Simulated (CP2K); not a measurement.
LiH:

```
Li H
1.0
     2.88040    0.00000    0.00000
     1.44020    2.49450    0.00000
     1.44020    0.83150    2.35184
Li H
1 1
Direct
  0.00000 0.00000 0.00000
  0.50000 0.50000 0.50000
```

Base run:

```yaml
Program: CP2K 2026.2
Functional: PBEsol
Potentials_or_basis: POTENTIAL_UZH Li GTH-PBE-q3, H GTH-PBE-q1; TZVP-MOLOPT-PBE-GTH basis
Density_cutoff: 7483 eV
k_mesh: 11 × 11 × 11
Occupations: fermi-dirac, width 0.01 eV
Spin: no spin polarisation
```

Its results: band gap on the k mesh 3.18 eV, direct; pressure -2.2 GPa.

Task: The run is repeated on the same cell with these changes: functional from PBEsol to PBE; occupations from fermi-dirac, width 0.01 eV to fermi-dirac, width 0.0259 eV. What comes out?

Result: Band gap on the k mesh 3.39 eV, direct; pressure -1.5 GPa.

Caveats: the mesh misses the band edges, which the band path finds closer together; the basis of atomic orbitals isn't converged, which shifts pressures, moduli and gaps; the potentials were made for another functional, which shifts forces and pressure (some runs).
